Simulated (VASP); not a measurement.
CuAu:

```
CELL_PARAMETERS angstrom
1.44306 0.83315 4.25617
-1.44306 0.83315 4.25617
0.00000 -1.66630 4.25617
ATOMIC_POSITIONS crystal
Au 0.00000 0.00000 0.00000
Cu 0.50000 0.50000 0.50000
```

The cell comes from a database or a generator and needn't be the stable form of this composition.

| Item | Value |
| --- | --- |
| Program | VASP 6.6.1 |
| Task | relaxation of cell and atoms |
| Functional | PBEsol |
| Potentials or basis | VASP PAW PBE potentials, release 64 (Au, Cu) |
| Cutoff | 600 eV |
| k mesh | 10 × 10 × 10 |
| Occupations | fermi-dirac, width 0.05 eV |
| Spin | no spin polarisation |

At the start: pressure -7.8 GPa; volume 15.35 Å³/atom.

**Question.** How do energy, volume and symmetry change on relaxing?

**Answer.** Over 4 steps the energy falls by 21.2 meV/atom and the volume is 14.53 Å³/atom (-5.4 %); space group R-3m (No. 166, to 0.05 Å).

The path:
```csv
step,energy change (eV),largest force (eV/Å),pressure (GPa),volume (Å³)
1,0.0000,0.0000,-7.76,30.70
2,0.0069,0.0000,10.73,27.51
3,-0.0423,0.0000,-0.13,29.09
4,-0.0423,0.0000,0.08,29.06
```

Final structure:
```cif
data_structure
_symmetry_space_group_name_H-M 'P 1'
_symmetry_Int_Tables_number 1
_cell_length_a 4.4804
_cell_length_b 4.4804
_cell_length_c 4.4804
_cell_angle_alpha 36.906
_cell_angle_beta 36.906
_cell_angle_gamma 36.906
_cell_volume 29.06
loop_
_atom_site_label
_atom_site_type_symbol
_atom_site_fract_x
_atom_site_fract_y
_atom_site_fract_z
_atom_site_occupancy
Au1 Au 0.00000 0.00000 0.00000 1
Cu1 Cu 0.50000 0.50000 0.50000 1
```

Caveat: the PAW data sets were made with another functional, which shifts forces and pressure a little.
